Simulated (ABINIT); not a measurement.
# Hf in ABINIT: convergence with tolvrs

Input of the first run (tolvrs 0.01); the others differ in this setting and in those tied to it:

File run.abi:

```
pp_dirpath "./"
pseudos "Hf.GGA_PBE-JTH.xml"

acell 3*1.0
rprim
    -0.0821520638     4.1715269564     4.1826366563
     4.0870278527    -0.0806440624     4.1811286548
     4.1045002605     4.1874913627    -0.0981164701
ntypat 1
znucl 72
natom 1
typat 1
xred
     0.0019310000    -0.0112190000    -0.0034220000
chkprim 0
chksymtnons 0
tolsym 1.0e-6

ecut 19.0
pawecutdg 38.0
pawxcdev 0

kptopt 1
ngkpt 10 10 10
nshiftk 1
shiftk 0.0 0.0 0.0

ixc 11

nband 10
occopt 4
tsmear 0.00183747

nstep 100
tolvrs 0.01

iomode 3
prtwf 0
prtden 0
prteig 0
prtebands 0
enunit 1
```

Potentials or basis: JTH PAW PBE v2.0.

Launch:

```console
$ abinit run.abi > log 2>&1
```

The cell isn't the ideal one: cell strained at random at fixed volume.

This isn't the form of Hf at room conditions, which is hcp.

Hardware: 1 thread of Arm Neoverse V2, with other jobs on the host.

Q: The values tried are 0.01, 0.001, 0.0001, 1e-05, 1e-06, 1e-08, 1e-10, 1e-13, loosest first. From which on does the pressure stay within 0.1 GPa of the tightest run that finished?

A: From 0.0001 on.

```csv
tolvrs,energy less the tightest run (meV/atom),pressure (GPa),SCF cycles,CPU time (s),peak memory (GiB)
0.01,0.09,2.53,4,32,0.22
0.001,0.09,2.53,4,32,0.22
0.0001,0.00,3.09,5,37,0.22
1e-05,0.00,2.99,6,43,0.22
1e-06,0.00,3.03,7,49,0.22
1e-08,0.00,3.01,8,53,0.22
1e-10,0.00,3.02,10,64,0.22
1e-13,0.00,3.02,11,70,0.22
```

Against the tightest run, the energy stays within 1 meV/atom from 0.01 on. The tightest run that finished is the yardstick and may itself not be fully converged.

Spin-orbit coupling is left out, which matters for the levels of Hf.
